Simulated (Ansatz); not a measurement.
# A series in volume per atom on Zn

Periodic Kohn-Sham DFT of a crystal at fixed atoms; pressure and stress are positive in compression; the energy is the free energy less that of spherical unpolarised free atoms; site moments are those in the method's own spheres, positive along +z. The results are calculated, by Ansatz 0.2.0.

Cell of the first row (space group Fm-3m, No. 225):
```
Zn
1.0
      0.0000     1.9304     1.9304
      1.9304     0.0000     1.9304
      1.9304     1.9304     0.0000
Zn
1
Direct
  0.00000 0.00000 0.00000
```

Settings of every row: method all-electron LAPW; functional PBE; relativity scalar; k mesh 15x15x15; filling fermi-dirac; smearing width 0.05 eV; basis error target 0.5 meV/atom; nucleus gaussian.

Atom start moment: 0 on all atoms.

Limits: the cell comes from a prototype or a list of computed structures and needn't be the stable phase.

| row | volume per atom (Å³) | energy less free atoms (eV/atom) | pressure (GPa) |
| --- | --- | --- | --- |
| 1 | 14.386 | -1.0746 | 4.11 |
| 2 | 14.765 | -1.0816 | 1.898 |
| 3 | 15.143 | ? | ? |
| 4 | 15.522 | -1.0818 | -1.616 |
| 5 | 15.9 | -1.0763 | -2.992 |

Question: what energy less free atoms and pressure should row 3 give?

Worked fit of energy less free atoms. Take u = (V_r/V)^(2/3) − 1 with V_r = 15.143 Å³ an atom, which is twice the finite (Eulerian) strain; such expansions in the strain, on which the Birch-Murnaghan equation of state is built, carry the rest volume and the bulk modulus. The shown rows have u = 0.03478, 0.017, -0.01634, -0.032. Least squares give energy less free atoms = −1.08377 + 0.004 × u + 7.451 × u² eV/atom; a straight line predicts inner rows, each left out in turn, worse (root mean square 0.0048 against 0.00012 eV/atom). The rows lie off it by 0.0000, -0.0001, 0.0000, 0.0000. Its lowest point lies at u = -0.0003, or V = 15.15 Å³ an atom, and the curvature there gives the bulk modulus at fixed shape and fractions, B = (4/9)(1 + u)² E″(u)/V = 70 GPa. The withheld row has u = 0, so the fit gives −1.08377 + 0.004 × (0) + 7.451 × (0)² = -1.0838 eV/atom.

The calculation gave -1.0838 eV/atom. The fit meets it to the printed digit.

Worked fit of pressure. Take u = (V_r/V)^(2/3) − 1 with V_r = 15.143 Å³ an atom, which is twice the finite (Eulerian) strain; such expansions in the strain, on which the Birch-Murnaghan equation of state is built, carry the rest volume and the bulk modulus. The shown rows have u = 0.03478, 0.017, -0.01634, -0.032. Least squares give pressure = 0.0045 + 105.298 × u + 365.49 × u² GPa; a straight line predicts inner rows, each left out in turn, worse (root mean square 0.24 against 0.0059 GPa). The rows lie off it by 0.001, -0.002, 0.002, -0.001. The pressure vanishes at u = -0.0000, or V = 15.14 Å³ an atom, and there the bulk modulus at fixed shape and fractions is B = −V dP/dV = (2/3)(1 + u) dP/du = 70.2 GPa. The withheld row has u = 0, so the fit gives 0.0045 + 105.298 × (0) + 365.49 × (0)² = 0.004 GPa.

The calculation gave 0.003 GPa. The fit lies 0.001 GPa (33 % of the value, 0.014 % of the column's range) above it, one unit of the last digit.
